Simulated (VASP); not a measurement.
# BaTiO3 (P4mm) in VASP: further runs

The runs below take BaTiO3 through single point, with PBE.

Program: VASP 6.6.1. These are calculated values, not measurements. Logs are shortened: lines on timing, memory, paths and dates and some standing lists are left out, and cuts for length are marked.

## Step 1: The structure

Symmetry: P4mm, No. 99, tetragonal system. Conventional cell: a = 4.000 Å, b = 4.000 Å, c = 4.018 Å, α = 90.00°, β = 90.00°, γ = 90.00°. Around Ba (site symmetry 4mm) lie 12 O at 2.79 to 2.88 Å. Around Ti (site symmetry 4mm) lie 6 O at 1.89 to 2.13 Å. O (site symmetry 2mm) has 2 Ti at 2.00 Å as nearest neighbours. O (site symmetry 4mm) is surrounded by 2 Ti at 1.89 to 2.13 Å.

## Step 2: Single point, PBE

Input file INCAR:

```
SYSTEM = BaTiO3
PREC = Accurate ; ENCUT = 460
EDIFF = 1E-7 ; ISMEAR = 0
SIGMA = 0.01 ; LREAL = .False.
LASPH = .True. ; NELM = 100
ALGO = Normal ; ISIF = 2
LWAVE = .False. ; LCHARG = .False.
GGA = PE ; NBANDS = 28
ADDGRID = .False.
```

Input file KPOINTS:

```
regular mesh
0
Gamma
  5 5 5
  0 0 0
```

Input file POSCAR:

```
BaTiO3
1.0
    3.9998000000      0.0000000000      0.0000000000
    0.0000000000      3.9998000000      0.0000000000
    0.0000000000      0.0000000000      4.0180000000
Ba Ti O
1 1 3
Direct
    0.0000000000      0.0000000000      0.0000000000
    0.5000000000      0.5000000000      0.4900000000
    0.0000000000      0.5000000000      0.5170000000
    0.5000000000      0.0000000000      0.5170000000
    0.5000000000      0.5000000000      0.0190000000
```

Potentials or basis: VASP PAW PBE potentials, release 64 (Ba_sv, Ti_sv, O).

Command:

```console
> cat potpaw_PBE.64/Ba_sv/POTCAR potpaw_PBE.64/Ti_sv/POTCAR potpaw_PBE.64/O/POTCAR > POTCAR
> mpirun -np 1 vasp_std > vasp.out
```

OUTCAR:

```text
SYSTEM = BaTiO3
   PREC = Accurate
   ENCUT = 460
   EDIFF = 1E-7
   ISMEAR = 0
   LREAL = .False.
   LASPH = .True.
   NELM = 100
   ISIF = 2
   GGA = PE

 Found     18 irreducible k-points:

 Following reciprocal coordinates:
            Coordinates               Weight
  0.000000  0.000000  0.000000      1.000000
  0.200000  0.000000  0.000000      4.000000
  0.400000  0.000000  0.000000      4.000000
  0.200000  0.200000  0.000000      4.000000
  0.400000  0.200000  0.000000      8.000000
  0.400000  0.400000  0.000000      4.000000
   k-points           NKPTS =     18   k-points in BZ     NKDIM =     18   number of bands    NBANDS=     28
   number of dos      NEDOS =    301   number of ions     NIONS =      5
   total plane-waves  NPLWV =  21952
   dimension x,y,z NGX =    28 NGY =   28 NGZ =   28
   dimension x,y,z NGXF=    56 NGYF=   56 NGZF=   56
   ions per type =               1   1   3
   NGX,Y,Z   is equivalent  to a cutoff of  11.64, 11.64, 11.59 a.u.
   NGXF,Y,Z  is equivalent  to a cutoff of  23.28, 23.28, 23.17 a.u.
 SYSTEM =  BaTiO3
   PREC   = accura    normal or accurate (medium, high low for compatibility)
   ISTART =      0    job   : 0-new  1-cont  2-samecut
   ICHARG =      2    charge: 1-file 2-atom 10-const
   ISPIN  =      1    spin polarized calculation?
   LNONCOLLINEAR =      F non collinear calculations
   LSORBIT =      F    spin-orbit coupling
   LASPH  =      T    aspherical Exc in radial PAW
   ENCUT  =  460.0 eV  33.81 Ry    5.81 a.u.   6.99  6.99  7.03*2*pi/ulx,y,z
   NELM   =    100;   NELMIN=  2; NELMDL= -5     # of ELM steps
   EDIFF  = 0.1E-06   stopping-criterion for ELM
   LREAL  =      F    real-space projection
   EDIFFG = 0.1E-05   stopping-criterion for IOM
   NSW    =      0    number of steps for IOM
   IBRION =     -1    ionic relax: 0-MD 1-quasi-New 2-CG
   NFREE  =      0    steps in history (QN), initial steepest desc. (CG)
   ISIF   =      2    stress and relaxation
   ISYM   =      2    0-nonsym 1-usesym 2-fastsym
   POTIM  = 0.5000    time-step for ionic-motion
   TEBEG  =    0.0;   TEEND  =   0.0 temperature during run
   PSTRESS=    0.0 pullay stress
   NELECT =      40.0000    total number of electrons
   NUPDOWN=      -1.0000    fix difference up-down
   EMIN   =  10.00;   EMAX   =-10.00  energy-range for DOS
   EFERMI =   0.00;   METHOD = LEGACY
   ISMEAR =     0;   SIGMA  =   0.01  broadening in eV -4-tet -1-fermi 0-gaus
   EFERMI_NEDOS =   21; number of points for ismear=-14 and -15
   IALGO  =     38    algorithm
   IMIX   =      4    mixing-type and parameters
     AMIX     =   0.40;   BMIX     =  1.00
     AMIX_MAG =   1.60;   BMIX_MAG =  1.00
  volume/ion in A,a.u.               =      12.86        86.76
  Fermi-wavevector in a.u.,A,eV,Ry     =   1.397653  2.641181 26.578078  1.953434
  Thomas-Fermi vector in A             =   2.520888
   LORBIT       =      0    0 simple, 1 ext, 2 COOP (PROOUT), +10 PAW based schemes
   GGA     = PE    functional components
   LHFCALC =     F    Hartree Fock is set to
   AEXX    =    0.0000 exact exchange contribution
   IVDW    =     0    specifies the selected vdW correction
   LEPSILON=     F    determine dielectric tensor
   LRPA    =     F    only Hartree local field effects (RPA)
 non-spin polarized calculation
 Gauss-broadening in eV      SIGMA  =   0.01
  energy-cutoff  :      460.00
  volume of cell :       64.28
 maximum number of plane-waves:      1450
 NGX is ok and might be reduce to    28
   NGX = 13   NGY = 13   NGZ = 15

 number of electron      40.0000031 magnetization

 Free energy of the ion-electron system (eV)
  ---------------------------------------------------
  ext. energy  EPLUGINS =         0.00000000
  ---------------------------------------------------
  free energy    TOTEN  =       -39.98905144 eV

  energy without entropy =      -39.98905144  energy(sigma->0) =      -39.98905144

 E-fermi :   3.7672     XC(G=0): -11.2419

 val. band max:        3.6865036093   @ k =   0.4000   0.4000   0.4000
 cond. band min:       5.6165315782   @ k =   0.0000   0.0000   0.0000
 fundamental gap:      1.9300279688
 Fermi energy:         3.7671917705

 k-point     1 :       0.0000    0.0000    0.0000
  band No.  band energies     occupation
      1     -52.7564      2.00000
      2     -28.9985      2.00000
      3     -28.9692      2.00000
      4     -28.9692      2.00000
      5     -21.0131      2.00000
      6     -13.0732      2.00000
      7     -12.4229      2.00000
      8     -12.3638      2.00000
      9      -6.1892      2.00000
     10      -6.1892      2.00000
     11      -6.1867      2.00000
     12       1.5047      2.00000
     13       1.5179      2.00000
     14       1.5179      2.00000
     15       2.6185      2.00000
     16       2.6185      2.00000
     17       2.7116      2.00000
     18       3.5404      2.00000
     19       3.5558      2.00000
     20       3.5558      2.00000
     21       5.6165      0.00000
     22       5.8329      0.00000
     23       5.8329      0.00000
     24       7.8080      0.00000
     25       7.9042      0.00000
     26       8.8308      0.00000
     27       8.8954      0.00000
     28      11.1444      0.00000

 k-point     2 :       0.2000    0.0000    0.0000
  band No.  band energies     occupation
      1     -52.7562      2.00000
      2     -28.9978      2.00000
      3     -28.9874      2.00000
      4     -28.9685      2.00000
      5     -20.9725      2.00000
      6     -13.1161      2.00000
      7     -12.3997      2.00000
      8     -12.3228      2.00000
      9      -6.1322      2.00000
     10      -6.1316      2.00000
     11      -6.0473      2.00000
     12       0.9187      2.00000
     13       1.3986      2.00000
     14       1.4007      2.00000
     15       2.2076      2.00000
     16       2.3009      2.00000
     17       2.4337      2.00000
     18       2.8394      2.00000
     19       3.2717      2.00000
     20       3.3669      2.00000
     21       5.8726      0.00000
     22       6.3072      0.00000
     23       6.3395      0.00000
     24       7.8795      0.00000
     25       8.7132      0.00000
     26       9.5498      0.00000
     27       9.6096      0.00000
     28      12.0609      0.00000

 k-point     3 :       0.4000    0.0000    0.0000
  band No.  band energies     occupation
      1     -52.7557      2.00000
      2     -29.0167      2.00000
      3     -28.9967      2.00000
      4     -28.9674      2.00000
      5     -20.9053      2.00000
      6     -13.2759      2.00000
      7     -12.3750      2.00000
      8     -12.1256      2.00000
      9      -6.0378      2.00000
     10      -6.0355      2.00000
     11      -5.8223      2.00000
     12       0.0097      2.00000
     13       1.0902      2.00000
     14       1.1194      2.00000
     15       1.7680      2.00000
     16       1.9814      2.00000
     17       2.0387      2.00000
     18       2.1729      2.00000
     19       2.9501      2.00000
     20       3.0507      2.00000
     21       5.9530      0.00000
     22       7.1913      0.00000
     23       7.2145      0.00000
     24       7.8727      0.00000
     25       9.5884      0.00000
     26      10.6972      0.00000
     27      11.0853      0.00000
     28      12.0498      0.00000

 k-point     4 :       0.2000    0.2000    0.0000
  band No.  band energies     occupation
      1     -52.7558      2.00000
      2     -28.9972      2.00000
      3     -28.9869      2.00000
      4     -28.9862      2.00000
      5     -20.9368      2.00000
      6     -13.0785      2.00000
      7     -12.3510      2.00000
      8     -12.3495      2.00000
      9      -6.2027      2.00000
     10      -6.0743      2.00000
     11      -5.9275      2.00000
     12       0.6315      2.00000
     13       1.0524      2.00000
     14       1.3565      2.00000
     15       1.5919      2.00000
     16       1.9792      2.00000
     17       2.2722      2.00000
     18       2.7221      2.00000
     19       3.1512      2.00000
     20       3.3178      2.00000
     21       6.2711      0.00000
     22       6.4455      0.00000
     23       6.6167      0.00000
     24       8.2968      0.00000
     25       9.2436      0.00000
     26      10.0888      0.00000
     27      10.3074      0.00000
     28      12.2030      0.00000

 k-point     5 :       0.4000    0.2000    0.0000
  band No.  band energies     occupation
      1     -52.7553      2.00000
      2     -29.0156      2.00000
      3     -28.9960      2.00000
      4     -28.9851      2.00000
      5     -20.8776      2.00000
      6     -13.1224      2.00000
      7     -12.3425      2.00000
      8     -12.1980      2.00000
      9      -6.1416      2.00000
     10      -5.9760      2.00000
     11      -5.9217      2.00000
     12      -0.0724      2.00000
     13       0.7435      2.00000
     14       0.9003      2.00000
     15       1.1355      2.00000
     16       1.6786      2.00000
     17       2.1562      2.00000
     18       2.5107      2.00000
     19       2.8685      2.00000
     20       3.1808      2.00000
     21       6.4016      0.00000
     22       7.2175      0.00000
     23       7.2833      0.00000
     24       8.3643      0.00000
     25      10.1359      0.00000
     26      11.0565      0.00000
     27      11.8018      0.00000
     28      12.6218      0.00000

 k-point     6 :       0.4000    0.4000    0.0000
  band No.  band energies     occupation
      1     -52.7547      2.00000
      2     -29.0139      2.00000
      3     -29.0136      2.00000
      4     -28.9949      2.00000
      5     -20.8320      2.00000
      6     -12.8689      2.00000
      7     -12.3212      2.00000
      8     -12.2779      2.00000
      9      -6.2308      2.00000
     10      -6.1405      2.00000
     11      -5.8589      2.00000
     12      -0.3001      2.00000
     13       0.0250      2.00000
     14       0.1696      2.00000
     15       1.1549      2.00000
     16       1.2393      2.00000
     17       2.1967      2.00000
     18       2.6480      2.00000
     19       2.8430      2.00000
     20       3.6523      2.00000
     21       7.1963      0.00000
     22       7.2592      0.00000
     23       7.6151      0.00000
     24       8.5393      0.00000
     25      11.1391      0.00000
     26      11.6343      0.00000
     27      11.9989      0.00000
     28      13.4338      0.00000

 [... further k-points ...]

------------------------ aborting loop because EDIFF is reached ----------------------------------------

  FORCE on cell =-STRESS in cart. coord.  units (eV):
  Direction    XX          YY          ZZ          XY          YZ          ZX
  --------------------------------------------------------------------------------------
  -------------------------------------------------------------------------------------
  Total        1.2444199      1.2444199      1.6287945      0.0000000      0.0000000      0.0000000
  in kB       31.0163765     31.0163765     40.5966682      0.0000000      0.0000000      0.0000000
  external PRESSURE =      34.2098071 kB  Pullay stress =       0.0000000 kB

 VOLUME and BASIS-vectors are now :
 -----------------------------------------------------------------------------
  energy-cutoff  :      460.00
  volume of cell :       64.28
      direct lattice vectors                 reciprocal lattice vectors
     3.999800000  0.000000000  0.000000000     0.250012501  0.000000000  0.000000000
     0.000000000  3.999800000  0.000000000     0.000000000  0.250012501  0.000000000
     0.000000000  0.000000000  4.018000000     0.000000000  0.000000000  0.248880040

 POSITION                                       TOTAL-FORCE (eV/Angst)
 -----------------------------------------------------------------------------------
      0.00000      0.00000      0.00000         0.000000     -0.000000      0.074663
      1.99990      1.99990      1.96882        -0.000000     -0.000000     -0.132652
      0.00000      1.99990      2.07731        -0.000000      0.000000     -0.110875
      1.99990      0.00000      2.07731        -0.000000     -0.000000     -0.110875
      1.99990      1.99990      0.07634        -0.000000     -0.000000      0.279740
 -----------------------------------------------------------------------------------
    total drift:                                0.000000      0.000000      0.000172

  FREE ENERGIE OF THE ION-ELECTRON SYSTEM (eV)
  ---------------------------------------------------
  free  energy   TOTEN  =       -39.9890514427 eV

  energy  without entropy=      -39.9890514427  energy(sigma->0) =      -39.98905144
```

Wall time 23 s (1 thread of Intel Xeon Platinum 8488C (Sapphire Rapids), shared host); peak memory 0.17 GiB.

The run converged, but some of its settings lie outside the range that counts as converged, so its numbers aren't taken as properties of the crystal.

What came out:

```yaml
Free_energy: -39.9891 eV
Pressure: 3.4 GPa
Largest_force: 0.280 eV/Å
Band_gap_on_the_k_mesh: 1.93 eV, indirect (least direct gap 2.06 eV)
```

Caveat: the cutoff is under 1.25 times the usual one of these potentials, so pressure, stress and relaxed cells hold a basis-set (Pulay) error; spin-orbit coupling is left out, which moves the levels of the heavy elements; an odd mesh through Γ misses points on the zone boundary, where band edges often lie.

## Step 3: Single point, PBE

INCAR is that of step 2.

KPOINTS is that of step 2.

Input file POSCAR:

```
BaTiO3
1.0
    3.9998000000      0.0000000000      0.0000000000
    0.0000000000      3.9998000000      0.0000000000
    0.0000000000      0.0000000000      4.0180000000
Ba Ti O
1 1 3
Direct
    0.0050340000     -0.0151990000     -0.0081960000
    0.5109990000      0.5026790000      0.4796360000
   -0.0079330000      0.4990990000      0.5319510000
    0.5087000000     -0.0034200000      0.5100070000
    0.5274750000      0.4823970000      0.0100750000
```

Potentials or basis: VASP PAW PBE potentials, release 64 (Ba_sv, Ti_sv, O).

Command:

```console
> cat potpaw_PBE.64/Ba_sv/POTCAR potpaw_PBE.64/Ti_sv/POTCAR potpaw_PBE.64/O/POTCAR > POTCAR
> mpirun -np 1 vasp_std > vasp.out
```

Wall time 66 s (1 thread of Intel Xeon Platinum 8488C (Sapphire Rapids), shared host); peak memory 0.22 GiB.

These settings aren't checked as converged: the numbers below hold their error.

Results:

- Free energy: -39.8833 eV
- Pressure: 4.0 GPa
- Largest force: 1.049 eV/Å
- Band gap on the k mesh: 2.02 eV, indirect (least direct gap 2.15 eV)

Caveat: the cutoff is under 1.25 times the usual one of these potentials, so pressure, stress and relaxed cells hold a basis-set (Pulay) error; spin-orbit coupling is left out, which moves the levels of the heavy elements; an odd mesh through Γ misses points on the zone boundary, where band edges often lie.

## Step 4: Single point, PBE

Input file INCAR:

```
SYSTEM = BaTiO3
PREC = Low ; ENCUT = 460
EDIFF = 1E-7 ; ISMEAR = 0
SIGMA = 0.05 ; LREAL = .False.
LASPH = .True. ; NELM = 100
ALGO = Normal ; ISIF = 2
LWAVE = .False. ; LCHARG = .False.
GGA = PE ; NBANDS = 28
ADDGRID = .False.
```

KPOINTS is that of step 3.

Input file POSCAR:

```
BaTiO3
1.0
    3.9998000000      0.0000000000      0.0000000000
    0.0000000000      3.9998000000      0.0000000000
    0.0000000000      0.0000000000      4.0180000000
Ba Ti O
1 1 3
Direct
    0.0000000000      0.0000000000      0.0000000000
    0.5000000000      0.5000000000      0.4900000000
    0.0000000000      0.5000000000      0.5170000000
    0.5000000000      0.0000000000      0.5170000000
    0.5000000000      0.5000000000      0.0190000000
```

Command:

```console
> cat potpaw_PBE.64/Ba_sv/POTCAR potpaw_PBE.64/Ti_sv/POTCAR potpaw_PBE.64/O/POTCAR > POTCAR
> mpirun -np 1 vasp_std > vasp.out
```

Wall time 16 s (1 thread of Intel Xeon Platinum 8488C (Sapphire Rapids), shared host); peak memory 0.13 GiB.

The run converged, but some of its settings lie outside the range that counts as converged, so its numbers aren't taken as properties of the crystal.

Results:

```yaml
Free_energy: -39.9958 eV
Pressure: 3.4 GPa
Largest_force: 0.278 eV/Å
Band_gap_on_the_k_mesh: 1.93 eV, indirect (least direct gap 2.06 eV)
```

Caveat: the cutoff is under 1.25 times the usual one of these potentials, so pressure, stress and relaxed cells hold a basis-set (Pulay) error; spin-orbit coupling is left out, which moves the levels of the heavy elements; an odd mesh through Γ misses points on the zone boundary, where band edges often lie.

## Step 5: For comparison

An earlier run on the cell as given: functional PBEsol; potentials or basis VASP PAW PBE potentials, release 64 (Ba_sv, Ti_sv, O); cutoff 520 eV; k mesh 7 × 7 × 7; occupations fermi-dirac, width 0.05 eV; no spin polarisation.

- Pressure: -2.0 GPa
- Largest force: 0.323 eV/Å
- Band gap on the k mesh: 1.82 eV, indirect (least direct gap 2.02 eV)
